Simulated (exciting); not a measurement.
# AlCu (Pm-3m) in exciting: reference runs

Aim: a first look at AlCu with PBEsol, on the cell as given.

Everything below comes from runs of exciting (release sodium). Logs are shortened: lines on timing, memory, paths and dates and some standing lists are left out, and cuts for length are marked.

### 1 Starting point

Symmetry: Pm-3m, No. 221, cubic system. The conventional cell has a = 2.998 Å, b = 2.998 Å, c = 2.998 Å, α = 90.00°, β = 90.00°, γ = 90.00°. Cu (site symmetry m-3m) has 8 Al at 2.60 Å as nearest neighbours. Around Al (site symmetry m-3m) lie 8 Cu at 2.60 Å.

The cell comes from a database or a generator and needn't be the stable form of this composition.

### 2 Single point, PBEsol

File input.xml:

```xml
<input>
  <title>AlCu</title>
  <structure speciespath="./" tshift="false">
    <crystal scale="1">
      <basevect>5.664471066101 0.000000000000 0.000000000000</basevect>
      <basevect>0.000000000000 5.664471066101 0.000000000000</basevect>
      <basevect>0.000000000000 0.000000000000 5.664471066101</basevect>
    </crystal>
    <species speciesfile="Cu.xml" rmt="2">
      <atom coord="0.500000000000 0.500000000000 0.500000000000"/>
    </species>
    <species speciesfile="Al.xml" rmt="2">
      <atom coord="0.000000000000 0.000000000000 0.000000000000"/>
    </species>
  </structure>
  <groundstate do="fromscratch" ngridk="9 9 9" rgkmax="9" gmaxvr="14" lmaxapw="10" lmaxmat="10" lmaxvr="8" xctype="GGA_PBE_SOL" stype="Fermi Dirac" swidth="0.00183747" nempty="14" ValenceRelativity="iora*" epsengy="1e-05" epspot="1e-05" maxscl="60" tforce="true" outputlevel="normal"/>
  <properties>
    <chargedensityplot>
      <plot3d>
        <box grid="15 15 15">
          <origin coord="0 0 0"/>
          <point coord="1 0 0"/>
          <point coord="0 1 0"/>
          <point coord="0 0 1"/>
        </box>
      </plot3d>
    </chargedensityplot>
    <elfplot>
      <plot3d>
        <box grid="15 15 15">
          <origin coord="0 0 0"/>
          <point coord="1 0 0"/>
          <point coord="0 1 0"/>
          <point coord="0 0 1"/>
        </box>
      </plot3d>
    </elfplot>
    <exccplot>
      <plot3d>
        <box grid="15 15 15">
          <origin coord="0 0 0"/>
          <point coord="1 0 0"/>
          <point coord="0 1 0"/>
          <point coord="0 0 1"/>
        </box>
      </plot3d>
    </exccplot>
  </properties>
</input>
```

Potentials or basis: all-electron LAPW+lo, shipped species files, valence relativity iora*.

Launch:

```bash
> OMP_NUM_THREADS=1 exciting_smp
```

INFO.OUT:

```text
================================================================================
EXCITING SODIUM started
[... 10 lines left out ...]

 Lattice vectors (cartesian) :
      5.6644710661      0.0000000000      0.0000000000
      0.0000000000      5.6644710661      0.0000000000
      0.0000000000      0.0000000000      5.6644710661

 Reciprocal lattice vectors (cartesian) :
      1.1092271871      0.0000000000      0.0000000000
      0.0000000000      1.1092271871      0.0000000000
      0.0000000000      0.0000000000      1.1092271871

 Unit cell volume                           :     181.7515353825
 Brillouin zone volume                      :       1.3647764401

 Species :    1 (Cu)
     parameters loaded from                 :    Cu.xml
     name                                   :    copper
     nuclear charge                         :     -29.00000000
     electronic charge                      :      29.00000000
     atomic mass                            :  115837.27170000
     muffin-tin radius                      :       2.00000000
     # of radial points in muffin-tin       :     350

     atomic positions (lattice) :
       1 :   0.50000000  0.50000000  0.50000000

 Species :    2 (Al)
     parameters loaded from                 :    Al.xml
     name                                   :    aluminium
     nuclear charge                         :     -13.00000000
     electronic charge                      :      13.00000000
     atomic mass                            :   49184.33493000
     muffin-tin radius                      :       2.00000000
     # of radial points in muffin-tin       :     300

     atomic positions (lattice) :
       1 :   0.00000000  0.00000000  0.00000000

 Total number of atoms per unit cell        :       2

 Spin treatment                             :    spin-unpolarised

 Number of Bravais lattice symmetries       :      48
 Number of crystal symmetries               :      48

 k-point grid                               :       9    9    9
 Total number of k-points                   :      35
 k-point set is reduced with crystal symmetries

 R^MT_min * |G+k|_max (rgkmax)              :       9.00000000
 Species with R^MT_min                      :       1 (Cu)
 Maximum |G+k| for APW functions            :       4.50000000
 Maximum |G| for potential and density      :      14.00000000

 G-vector grid sizes                        :      27    27    27
 Total number of G-vectors                  :    8385

 Maximum angular momentum used for
     APW functions                          :      10
     computing H and O matrix elements      :      10
     potential and density                  :       8
     inner part of muffin-tin               :       2

 Total nuclear charge                       :     -42.00000000
 Total electronic charge                    :      42.00000000
 Total core charge                          :      16.00000000
 Total valence charge                       :      26.00000000

 Number of empty states                     :      14
 Total number of valence states             :      28

 Maximum Hamiltonian size                   :     308
 Maximum number of plane-waves              :     289
 Total number of local-orbitals             :      19

 Exchange-correlation type                  :      22
     PBEsol, Phys. Rev. Lett. 100, 136406 (2008)
     Generalised gradient approximation (GGA)

[... 20 lines left out ...]
+ SCF iteration number :    1                                                  +
++++++++++++++++++++++++++++++++++++++++++++++++++++++++++++++++++++++++++++++++
 Total energy                               :     -1870.41515398
 _______________________________________________________________
 Fermi energy                               :         0.36533026
 Kinetic energy                             :      1936.71093667
 Coulomb energy                             :     -3723.91070740
 Exchange energy                            :       -81.04323052
 Correlation energy                         :        -2.17215274

 DOS at Fermi energy (states/Ha/cell)       :        25.41520577

 Electron charges :
     core                                   :        16.00000000
     core leakage                           :         0.00300855
     valence                                :        26.00000000
     interstitial                           :         4.42196786
     charge in muffin-tin spheres :
                  atom     1    Cu          :        26.55785343
                  atom     2    Al          :        11.02017871
     total charge in muffin-tins            :        37.57803214
     total charge                           :        42.00000000

++++++++++++++++++++++++++++++++++++++++++++++++++++++++++++++++++++++++++++++++
+ SCF iteration number :    2                                                  +
++++++++++++++++++++++++++++++++++++++++++++++++++++++++++++++++++++++++++++++++
 Total energy                               :     -1910.33630663
 _______________________________________________________________
 Fermi energy                               :         0.30940569
 Kinetic energy                             :      1918.46306907
 Coulomb energy                             :     -3743.71969116
 Exchange energy                            :       -82.88796785
 Correlation energy                         :        -2.19171668

 DOS at Fermi energy (states/Ha/cell)       :        23.62458649

 Electron charges :
     core                                   :        16.00000000
     core leakage                           :         0.00276048
     valence                                :        26.00000000
     interstitial                           :         3.49546395
     charge in muffin-tin spheres :
                  atom     1    Cu          :        27.71631738
                  atom     2    Al          :        10.78821867
     total charge in muffin-tins            :        38.50453605
     total charge                           :        42.00000000
[... 354 lines left out ...]
++++++++++++++++++++++++++++++++++++++++++++++++++++++++++++++++++++++++++++++++
+ SCF iteration number :   15                                                  +
++++++++++++++++++++++++++++++++++++++++++++++++++++++++++++++++++++++++++++++++
 Total energy                               :     -1896.05109672
 _______________________________________________________________
 Fermi energy                               :         0.31933896
 Kinetic energy                             :      1924.47364776
 Coulomb energy                             :     -3736.10636523
 Exchange energy                            :       -82.23393095
 Correlation energy                         :        -2.18444830

 DOS at Fermi energy (states/Ha/cell)       :        24.76316982

 Electron charges :
     core                                   :        16.00000000
     core leakage                           :         0.00281467
     valence                                :        26.00000000
     interstitial                           :         3.76116254
     charge in muffin-tin spheres :
                  atom     1    Cu          :        27.37128994
                  atom     2    Al          :        10.86754753
     total charge in muffin-tins            :        38.23883746
     total charge                           :        42.00000000

 RMS change in effective potential (target) :  0.140685E-08  ( 0.100000E-04)
 Absolute change in total energy   (target) :  0.146067E-05  ( 0.100000E-04)
 Charge distance                   (target) :  0.209116E-08  ( 0.100000E-04)
 Abs. change in max-nonIBS-force   (target) :   0.00000      ( 0.500000E-04)

++++++++++++++++++++++++++++++++++++++++++++++++++++++++++++++++++++++++++++++++
| Convergency criteria checked for the last 2 iterations                       +
| Convergence targets achieved. Performing final SCF iteration                 +
++++++++++++++++++++++++++++++++++++++++++++++++++++++++++++++++++++++++++++++++
 Total energy                               :     -1896.05109670
 _______________________________________________________________
 Fermi energy                               :         0.31933896
 Kinetic energy                             :      1924.47364774
 Coulomb energy                             :     -3736.10636519
 Exchange energy                            :       -82.23393095
 Correlation energy                         :        -2.18444830

 DOS at Fermi energy (states/Ha/cell)       :        24.76316969

 Electron charges :
     core                                   :        16.00000000
     core leakage                           :         0.00281467
     valence                                :        26.00000000
     interstitial                           :         3.76116253
     charge in muffin-tin spheres :
                  atom     1    Cu          :        27.37128994
                  atom     2    Al          :        10.86754752
     total charge in muffin-tins            :        38.23883747
     total charge                           :        42.00000000

++++++++++++++++++++++++++++++++++++++++++++++++++++++++++++++++++++++++++++++++
+ Self-consistent loop stopped                                                 +
++++++++++++++++++++++++++++++++++++++++++++++++++++++++++++++++++++++++++++++++
 STATE.OUT is written

--------------------------------------------------------------------------------
- Writing atomic positions and forces                                          -
--------------------------------------------------------------------------------

 Atomic positions (lattice) :
 atom     1  Cu  :     0.50000000    0.50000000    0.50000000
 atom     2  Al  :     0.00000000    0.00000000    0.00000000

 Total atomic forces including IBS (cartesian) :
 atom     1  Cu  :     0.00000000   -0.00000000   -0.00000000
 atom     2  Al  :     0.00000000    0.00000000    0.00000000

 Atomic force components including IBS (cartesian) :
 atom     1  Cu  :     0.00000000   -0.00000000    0.00000000   HF force
                 :     0.00000000   -0.00000000    0.00000000   core correction
                 :     0.00000000    0.00000000    0.00000000   IBS correction
 atom     2  Al  :    -0.00000000    0.00000000    0.00000000   HF force
                 :     0.00000000    0.00000000   -0.00000000   core correction
                 :    -0.00000000   -0.00000000   -0.00000000   IBS correction

********************************************************************************
[... 7 lines left out ...]
| EXCITING SODIUM stopped                                                      =
================================================================================
```

Run time: 93 s. Hardware: 1 thread of Arm Neoverse V1, shared host; peak memory 0.12 GiB.

What came out:

```
Free energy                                       : -51594.1860 eV
Band gap on the k mesh                            : none (metal or under the smearing width)
All electrons inside the program's atomic spheres : Cu 27.37; Al 10.87 (radii Cu 2.0, Al 2.0 bohr)
```

Caveat: the log's total energy holds no entropy term; the free energy is that total less TS from the occupations.
